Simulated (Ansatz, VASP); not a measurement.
## SrO: VASP beside Ansatz

```
CELL_PARAMETERS angstrom
0.00000 2.58330 2.58330
2.58330 0.00000 2.58330
2.58330 2.58330 0.00000
ATOMIC_POSITIONS crystal
Sr 0.50000 0.50000 0.50000
O 0.00000 0.00000 0.00000
```

Alike in both runs: task single point; functional LDA; k mesh 9 × 9 × 9; occupations fermi-dirac, width 0.05 eV; no spin polarisation.

```csv
,VASP,Ansatz
version,VASP 6.6.1,Ansatz 0.2.0
potentials or method,"VASP PAW LDA potentials, release 64 (Sr_sv, O)",JTH PAW LDA
plane-wave cutoff (eV),520,1380
valence electrons in the cell,16,16
```

|  | VASP | Ansatz | Ansatz less VASP |
| --- | --- | --- | --- |
| gap on the k mesh at the Fermi level (eV) | 3.17 | 3.22 | +0.056 |
| least direct gap on the mesh (eV) | 3.27 | 3.32 | +0.048 |
| pressure (GPa) | -4.8 | -5.6 | -0.76 |

Caveats: an odd mesh through Γ misses points on the zone boundary, where band edges often lie (VASP); odd divisions of the mesh miss points on the zone boundary, where band edges often lie, so the gap on the mesh can be too wide (Ansatz).
